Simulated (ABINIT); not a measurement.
The system is CuAu.

```xyz
2
Lattice="2.8107 0.0000 0.0000 0.0000 2.8107 0.0000 0.0000 0.0000 3.6850" Properties=species:S:1:pos:R:3 pbc="T T T"
Au    0.0000    0.0000    0.0000
Cu    1.4054    1.4054    1.8425
```

- Program: ABINIT 10.8.3 (patched build)
- Task: relaxation of cell and atoms
- Functional: PBEsol
- Potentials or basis: Ansatz PAW PBE default generated set, frozen core
- Cutoff: 419 eV
- k mesh: 7 × 7 × 5
- Occupations: fermi-dirac, width 0.05 eV
- Spin: no spin polarisation

At the start: pressure -3.9 GPa; volume 14.56 Å³/atom.

**Question.** How do energy, volume and symmetry change on relaxing?

**Answer.** Over 9 steps the energy falls by 5.3 meV/atom and the volume is 14.19 Å³/atom (-2.5 %); space group P4/mmm (No. 123, to 0.05 Å).

The path:
```
step  energy change (eV)  largest force (eV/Å)  pressure (GPa)  volume (Å³)
   1              0.0000                0.0000           -3.89        29.11
   2             -0.0065                0.0000           -2.03        28.77
   3             -0.0089                0.0000            0.15        28.39
   4             -0.0091                0.0000            0.09        28.40
   5             -0.0103                0.0000           -0.11        28.41
   6             -0.0104                0.0000            0.00        28.37
   7             -0.0106                0.0000           -0.02        28.38
   8             -0.0106                0.0000           -0.01        28.38
   9             -0.0106                0.0000            0.00        28.38
```

Final structure:
```cif
data_structure
_symmetry_space_group_name_H-M 'P 1'
_symmetry_Int_Tables_number 1
_cell_length_a 2.8139
_cell_length_b 2.8139
_cell_length_c 3.5837
_cell_angle_alpha 90.000
_cell_angle_beta 90.000
_cell_angle_gamma 90.000
_cell_volume 28.38
loop_
_atom_site_label
_atom_site_type_symbol
_atom_site_fract_x
_atom_site_fract_y
_atom_site_fract_z
_atom_site_occupancy
Au1 Au 0.00000 0.00000 0.00000 1
Cu1 Cu 0.50000 0.50000 0.50000 1
```

Caveat: the PAW data sets were made with another functional, which shifts forces and pressure a little; the atomic spheres overlap.
